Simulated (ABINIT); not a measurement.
Runs of ABINIT 10.8.3 (patched build) on FeO (Wuestite). It takes space group Fm-3m (No. 225, cubic). Conventional cell: a = 4.311 Å, b = 4.311 Å, c = 4.311 Å, α = 90.00°, β = 90.00°, γ = 90.00°. Fe (site symmetry m-3m) is surrounded by 6 O at 2.16 Å. O (site symmetry m-3m) has 6 Fe at 2.16 Å as nearest neighbours. 

```tsv
level	potentials or basis	k mesh	mesh quality	gap on the mesh (eV)	moment (μB)
PBEsol	JTH PAW PBE v2.0	4 × 4 × 4	coarse	none	(a)
LDA	JTH PAW LDA v2.0	4 × 4 × 4	coarse	none	3.98
PBE	JTH PAW PBE v2.0	4 × 4 × 4	coarse	none	4.01
PBEsol	JTH PAW PBE v2.0	9 × 9 × 9	not flagged	none	4.00
LDA	JTH PAW LDA v2.0	7 × 7 × 7	coarse	none	4.00
```

Alike in all rows: task single point; spin collinear, ferromagnetic start; cell as given; cutoff (eV) 626; smearing fermi-dirac 0.05 eV.

Estimate the missing entries.

(a) 4.02.

Caveats: some runs use coarse meshes; a cell with one magnetic atom can't hold antiferromagnetic order, which such compounds often take; semilocal functionals often make such compounds metallic where correlation or magnetic order opens a gap, which also shifts bond lengths.

A k mesh can miss the band edges.

A gap of «none» marks a metal or a gap under the smearing width.

Not every run made on this cell is shown here.
